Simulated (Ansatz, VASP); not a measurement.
Two plane-wave programs on BaS

```
CELL_PARAMETERS angstrom
0.00000 3.19375 3.19375
3.19375 0.00000 3.19375
3.19375 3.19375 0.00000
ATOMIC_POSITIONS crystal
Ba 0.00000 0.00000 0.00000
S 0.50000 0.50000 0.50000
```

Alike in both runs: task single point; functional PBE; k mesh 7 × 7 × 7; occupations gaussian, width 0.012 eV; no spin polarisation.

|  | VASP | Ansatz |
| --- | --- | --- |
| version | VASP 6.6.1 | Ansatz 0.2.0 |
| potentials or method | VASP PAW PBE potentials, release 64 (Ba_sv, S) | Ansatz PAW |
| plane-wave cutoff (eV) | 520 | 420 |
| valence electrons in the cell | 16 | 16 |

|  | VASP | Ansatz | Ansatz less VASP |
| --- | --- | --- | --- |
| gap on the k mesh at the Fermi level (eV) | 2.17 | 2.26 | +0.098 |
| least direct gap on the mesh (eV) | 2.31 | 2.38 | +0.066 |
| pressure (GPa) | 1.4 | 0.8 | -0.59 |

Caveats: spin-orbit coupling is left out, which moves the levels of the heavy elements; an odd mesh through Γ misses points on the zone boundary, where band edges often lie (VASP); odd divisions of the mesh miss points on the zone boundary, where band edges often lie, so the gap on the mesh can be too wide (Ansatz). Expect the measured gap to be larger: semilocal functionals such as PBE lack the derivative discontinuity.
